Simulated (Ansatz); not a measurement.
CsI: energy along a strain

CsI, Pm-3m, a = 4.567 Å (as given, not relaxed at this level: -1.4 GPa). Ansatz: LDA, PAW, 420 eV, Γ-centred 6×6×6 mesh on 2 atoms, Gaussian smearing 0.05 eV; no spin polarisation. Cell vectors (Å): 4.567 0.000 0.000; 0.000 4.567 0.000; 0.000 0.000 4.567. The cell is strained by x per cent times the pattern (0 0 1 0 0 0) in the order xx yy zz yz xz xy (engineering shears), with fractional coordinates held. y is the free energy over the start, V0 = 47.619 Å³/atom.

| x (%) | y (meV/atom) |
| --- | --- |
| -2.00 | -7.09 |
| -1.00 | -3.87 |
| 0.00 | 0.00 |
| 0.50 | 2.17 |
| 1.50 | ? |
| 2.00 | 9.56 |

Q: Fit y = c1 x + c2 x² + c3 x³ to the other rows, get the stiffness along the pattern, and predict the missing energy.

A: Least squares on the rows shown. y = 4.185 x + 0.3088 x² − 0.005638 x³. The clamped-ion stiffness p·C·p = 2 × 3.088 eV × 160.2 / 47.619 Å³ = 21 GPa, which is C33 in these axes (C11 of the cubic crystal) (second derivative at the start, which stands under stress). At x = 1.50 the fit asked for gives 6.95 meV/atom. The run gave 6.95 meV/atom, the same to the digits shown.